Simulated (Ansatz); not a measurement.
## CrO2

Level of theory: DFT, PBE with spin–orbit coupling, two-component spinors; plane waves to 420 eV with PAW datasets (Ansatz 0.2.0), 6×6×10 k-mesh, Gaussian smearing of 0.05 eV. The datasets are Ansatz's generated set soft_2.

```
Cr O
1.0
     4.44352    0.00000    0.00000
     0.00000    4.44352    0.00000
     0.00000    0.00000    2.92274
Cr O
2 4
Direct
  0.00000 0.00000 0.00000
  0.50000 0.50000 0.50000
  0.30357 0.30357 0.00000
  0.19643 0.80357 0.50000
  0.69643 0.69643 0.00000
  0.80357 0.19643 0.50000
```

The chain of runs began from a cell as deposited in COD, expanded in volume.

Magnetic state: ferromagnetic, site spin moments Cr 1.91; O 0.28 μB, along [001] (Cartesian), which lowers the symmetry.

Task: Which orbitals carry the states at the Fermi level, and how many states are there?

Result: Within 0.1 eV of it: Cr 3d 61 %, O 2p 38 % (shares among the projected shells). The Fermi level sits on a steep edge: the density of states is 2.1, 1.0 and 0.9 states/eV per cell at −0.1, 0 and +0.1 eV.

Density of states (tetrahedra, averaged over 0.5 eV; states/eV per cell of 6 atoms; energy in eV from the Fermi level; projections on Löwdin-orthogonalised atomic orbitals, summed over sites):

```csv
E,total,O 2p,Cr 3d,O 2s,Cr 4s,Cr 3p
-6.60,2.70,1.86,0.73,0.02,0.07,0.01
-6.10,5.54,3.96,1.40,0.02,0.10,0.02
-5.60,5.25,3.65,1.48,0.02,0.06,0.02
-5.10,4.35,2.93,1.30,0.04,0.05,0.01
-4.60,3.77,2.75,0.88,0.06,0.04,0.01
-4.10,4.89,3.83,0.87,0.07,0.04,0.02
-3.60,5.23,4.17,0.89,0.06,0.02,0.02
-3.10,4.65,3.57,0.97,0.03,0.02,0.02
-2.60,4.27,3.38,0.82,0.02,0.01,0.01
-2.10,4.06,3.40,0.59,0.02,0.01,0.01
-1.60,2.30,1.93,0.34,0.01,0.00,0.00
-1.10,1.97,0.67,1.27,0.01,0.01,0.00
-0.60,4.70,1.15,3.42,0.02,0.04,0.00
-0.10,1.91,0.67,1.18,0.01,0.01,0.00
0.40,2.01,0.85,1.09,0.00,0.02,0.00
0.90,2.95,0.80,2.05,0.00,0.01,0.00
1.40,3.25,0.30,2.86,0.03,0.02,0.00
1.90,5.00,0.75,3.94,0.19,0.03,0.00
2.40,4.80,0.98,3.53,0.13,0.03,0.00
2.90,2.25,0.55,1.43,0.18,0.00,0.00
3.40,3.35,1.00,2.05,0.20,0.00,0.00
3.90,3.42,1.17,2.01,0.14,0.00,0.00
```

Site moments are of spin, integrated over Gaussian weights of 0.5 Å, which gives about a tenth less on f atoms than spheres do. Compounds of this kind are often insulators, Mott or charge-transfer ones with an open 3d shell, so the metal found may come from the functional, which lacks a U or exact exchange, or from the structure. Only parallel moments were tried, so the real magnetic order may be another.
